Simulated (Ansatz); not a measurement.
Crystal: C.

```xyz
1
Lattice="4.2552 0.0000 0.0000 0.0000 4.2552 0.0000 0.0000 0.0000 1.2823" Properties=species:S:1:pos:R:3 pbc="T T T"
C     2.1276    2.1276    0.6411
```

The cell was built by a generator and needn't be a form met in nature.

```yaml
Program: Ansatz 0.2.0
Task: relaxation of cell and atoms
Functional: PBE
Dispersion: D3(BJ)
Potentials_or_basis: Ansatz PAW
Cutoff: "420 eV (not typed: the program's choice for these potentials)"
k_mesh: 6 × 6 × 20
Occupations: fermi-dirac, width 0.05 eV
Spin: no spin polarisation
```

At the start: volume 23.22 Å³/atom.

Q: Where does the relaxation end?

A: It ends after 14 steps and the volume is 13.75 Å³/atom (-40.8 %); space group P4/mmm (No. 123, to 0.05 Å).

The path:
| step | energy change (eV) | largest force (eV/Å) | volume (Å³) |
| --- | --- | --- | --- |
| 1 | 0.0000 | 0.0000 | 23.22 |
| 2 | -0.0055 | 0.0000 | 22.49 |
| 3 | -0.0226 | 0.0000 | 20.32 |
| 4 | -0.0413 | 0.0000 | 18.24 |
| 5 | -0.0602 | 0.0000 | 16.28 |
| 6 | -0.0738 | 0.0000 | 14.42 |
| 7 | -0.0744 | 0.0000 | 14.27 |
| 8 | -0.0748 | 0.0000 | 14.11 |
| 9 | -0.0717 | 0.0000 | 14.11 |
| 10 | -0.0731 | 0.0000 | 13.72 |
| 11 | -0.0729 | 0.0000 | 13.80 |
| 12 | -0.0722 | 0.0000 | 13.80 |
| 13 | -0.0724 | 0.0000 | 13.75 |
| 14 | -0.0722 | 0.0000 | 13.75 |

Final structure:
```
CELL_PARAMETERS angstrom
3.27479 0.00000 0.00000
0.00000 3.27479 0.00000
0.00000 0.00000 1.28184
ATOMIC_POSITIONS crystal
C 0.50000 0.50000 0.50000
```

Caveat: the volume moved by over 15 % at a fixed basis, so the end points are rough; the plane-wave basis is chosen anew once the cell has moved, so the energies of steps on either side of that aren't comparable; the pressure holds a Pulay correction of +0.4 GPa for the finite cutoff; pairwise dispersion overbinds metals, which lowers pressure and volume.
